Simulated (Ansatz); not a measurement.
**Li2O: pressure against volume**

One table from this session's results is given with a row withheld; the runs are named, their logs left out.

Method: DFT PBEsol, scalar-relativistic, in Ansatz 0.2.0.

**The structure to begin with**

Symmetry: Fm-3m, No. 225, cubic system. The conventional cell has a = 4.619 Å, b = 4.619 Å, c = 4.619 Å, α = 90.00°, β = 90.00°, γ = 90.00°. Li (site symmetry -43m) has 4 O at 2.00 Å in its first shell of neighbours. O (site symmetry m-3m) is surrounded by 8 Li at 2.00 Å.

Structure file:

```xyz
3
Lattice="0.0000 2.3095 2.3095 2.3095 0.0000 2.3095 2.3095 2.3095 0.0000" Properties=species:S:1:pos:R:3 pbc="T T T"
Li    1.1547    1.1547    1.1547
Li    3.4642    3.4642    3.4642
O     0.0000    0.0000    0.0000
```

Structure: COD 1011372, as refined from experiment and not relaxed.

Atoms are numbered in the order of the input: Li1, Li2, O3.

The first run:

The input, input.yaml:

```yaml
crystal:
  lattice:
    - [0.0, 2.2623541181, 2.2623541181]
    - [2.2623541181, 0.0, 2.2623541181]
    - [2.2623541181, 2.2623541181, 0.0]
  atoms:
    - { symbol: Li, position: [0.25, 0.25, 0.25] }
    - { symbol: Li, position: [0.75, 0.75, 0.75] }
    - { symbol: O, position: [0.0, 0.0, 0.0] }
kpoints:
  mp_grid: { grid: [9, 9, 9] }
  band_path:
    path:
      - [0.0, 0.0, 0.0]
      - [0.5, 0.0, 0.5]
      - [0.625, 0.25, 0.625]
      - [0.375, 0.375, 0.75]
      - [0.0, 0.0, 0.0]
      - [0.5, 0.5, 0.5]
      - [0.5, 0.25, 0.75]
      - [0.5, 0.0, 0.5]
    npoints: 5
scf:
  occupations: { method: fermi_dirac, width: 0.03 }
hamiltonian:
  xc: pbesol
  pseudopotentials: { kind: all_electron, lapw: { basis_error: 0.0005 } }
output:
  forces: true
  stress: true
  eigenvalues: true
```

On the command line:

```
> ansatz run input.yaml --threads 1 --pin off --max-ram 4096MiB --backend cpu --events-out ev --progress --plain --runs-dir out
```

Steps of the session up to this table: Volume × 0.94, LAPW; Volume × 0.94, PAW; Volume × 0.94, crystal datasets; Volume × 0.98, LAPW; Volume × 0.98, PAW; Volume × 0.98, crystal datasets; Volume × 1.01, LAPW; Volume × 1.01, PAW; Volume × 1.01, crystal datasets; Volume × 1.04, LAPW; Volume × 1.04, PAW; Volume × 1.04, crystal datasets.

One of the session's tables, all rows but one given; the rest of the session is left out.

It belongs to the step «The equation of state». 

```
          method  volume (Å³/atom)  gap on the k mesh (eV)
            LAPW             7.720                    5.06
            LAPW             8.048                    4.97
            LAPW             8.212                    4.93
            LAPW             8.294                    4.91
            LAPW             8.541                    4.85
             PAW             7.720                    5.06
             PAW             8.048                    4.97
             PAW             8.212                    4.94
             PAW             8.294                    4.92
             PAW             8.541                       ?
crystal datasets             7.720                    5.06
crystal datasets             8.048                    4.97
crystal datasets             8.212                    4.93
crystal datasets             8.294                    4.91
crystal datasets             8.541                    4.85
```

Q: Estimate the row for PAW, 8.541 from the others.

As computed: gap on the k mesh (eV): 4.86. In the column «gap on the k mesh (eV)» it lies between crystal datasets, 8.541 (4.85) and LAPW, 8.294 (4.91).

Limits of these values: Warnings in the runs' records: crystal datasets made.
